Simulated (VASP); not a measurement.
Si: relaxation of the atoms with PBE

The system is Si.

```
Si
1.0
     0.00000    1.91128    1.91128
     1.91128    0.00000    1.91128
     1.91128    1.91128    0.00000
Si
1
Direct
  0.00000 0.00000 0.00000
```

This isn't the form of Si at room conditions, which is diamond.

The cell isn't the ideal one: a relaxed cell with its volume scaled by 0.98.

```
Program                : VASP 6.6.1
Task                   : relaxation of the atoms
Functional             : PBE
Potentials or basis    : VASP PAW PBE potentials, release 64 (Si)
Cutoff                 : 300 eV
k mesh                 : 8 × 8 × 8
Occupations            : methfessel-paxton, width 0.1 eV
Spin                   : no spin polarisation
Further INCAR settings : ALGO = Normal; EDIFF = 1e-07; IBRION = 2; EDIFFG = -0.01; NSW = 40
```

| Item | Value |
| --- | --- |
| Pressure after relaxing | 1.9 GPa |
| Band gap on the k mesh | none (metal or under the smearing width) |

Final structure:
```yaml
crystal:
  lattice:
    - [0.00000, 1.91128, 1.91128]
    - [1.91128, 0.00000, 1.91128]
    - [1.91128, 1.91128, 0.00000]
  atoms:
    - { symbol: Si, position: [0.00000, 0.00000, 0.00000] }
```

Levels at points of the mesh, in eV from the Fermi level:
```tsv
k point	band 1	band 2	band 3	band 4	band 5	band 6
(0.00, 0.00, 0.00)	-14.94	11.43	11.43	11.43	11.95	11.95
(0.50, 0.00, 0.00)	-7.86	-7.33	8.74	8.74	10.85	10.85
(0.50, 0.50, 0.00)	-5.68	-4.68	3.15	3.15	4.21	6.89
```

Wall time 1.8 s on 1 thread of Intel(R) Xeon(R) Platinum 8488C (Sapphire Rapids), on a shared host, peak memory 0.1 GiB.

Caveat: the cutoff is under 1.25 times the usual one of these potentials, so pressure, stress and relaxed cells hold a basis-set (Pulay) error; the relaxation stopped at its first step, so nothing moved.
